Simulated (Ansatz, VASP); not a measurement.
# SrCl2: VASP beside Ansatz

```xyz
3
Lattice="0.0000 3.4884 3.4884 3.4884 0.0000 3.4884 3.4884 3.4884 0.0000" Properties=species:S:1:pos:R:3 pbc="T T T"
Sr    0.0000    0.0000    0.0000
Cl    5.2325    5.2325    5.2325
Cl    1.7442    1.7442    1.7442
```

Alike in both runs: functional r2SCAN; k mesh 4 × 4 × 4; occupations fermi-dirac, width 0.05 eV; no spin polarisation.

|  | VASP | Ansatz |
| --- | --- | --- |
| version | VASP 6.6.1 | Ansatz 0.2.0 |
| potentials or method | VASP PAW PBE potentials, release 64 (Sr_sv, Cl) | Ansatz PAW |
| plane-wave cutoff (eV) | 520 | 500 |
| valence electrons in the cell | 24 | 24 |
| task | single point | projected density of states |

|  | VASP | Ansatz | Ansatz less VASP |
| --- | --- | --- | --- |
| gap on the k mesh at the Fermi level (eV) | 5.97 | 5.97 | +0.001 |
| least direct gap on the mesh (eV) | 5.99 | 5.99 | 0.000 |
| pressure (GPa) | 0.3 | 0.3 | -0.04 |

Caveats: the PAW data sets were made with another functional, which shifts forces and pressure a little (VASP); the PAW data sets come from PBE, with cores solved anew for the run's functional, which leaves a small shift of forces and pressure (Ansatz); the density of states is complete only up to the lowest level of the last band computed (Ansatz). A k mesh can miss the band edges. r2SCAN opens gaps a little over a GGA but as a rule still falls short of measured ones.
